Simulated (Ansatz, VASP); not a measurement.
## One calculation of AlPt, two programs

```
CELL_PARAMETERS angstrom
3.09155 0.00000 0.00000
0.00000 3.09155 0.00000
0.00000 0.00000 3.09155
ATOMIC_POSITIONS crystal
Al 0.00000 0.00000 0.00000
Pt 0.50000 0.50000 0.50000
```

Measurements of this composition are mostly on another form, of space group No. 198.

Alike in both runs: task single point; functional PBEsol; k mesh 9 × 9 × 9; no spin polarisation.

|  | VASP | Ansatz |
| --- | --- | --- |
| version | VASP 6.6.1 | Ansatz 0.2.0 |
| potentials or method | VASP PAW PBE potentials, release 64 (Al, Pt) | plane waves, PAW |
| plane-wave cutoff (eV) | 520 | 420 |
| occupations | methfessel-paxton of order 1, width 0.1 eV | cold, width 0.1 eV |
| valence electrons in the cell | 13 | 21 |

VASP gave:

```
gap on the k mesh at the Fermi level (eV) : none
pressure (GPa)                            : -5.9
```

Problem. Which values does Ansatz return?

Solution. gap on the k mesh at the Fermi level (eV): none; pressure (GPa): -5.8.

A gap of «none» marks a metal or a gap that the smearing closes. The two sets of potentials don't hold the same shells in valence. Ansatz warned: «stress_scf_threshold_loose».

Caveats: the PAW data sets were made with another functional, which shifts forces and pressure a little (VASP). The runs have no spin-orbit coupling, so splittings on Pt are missing.
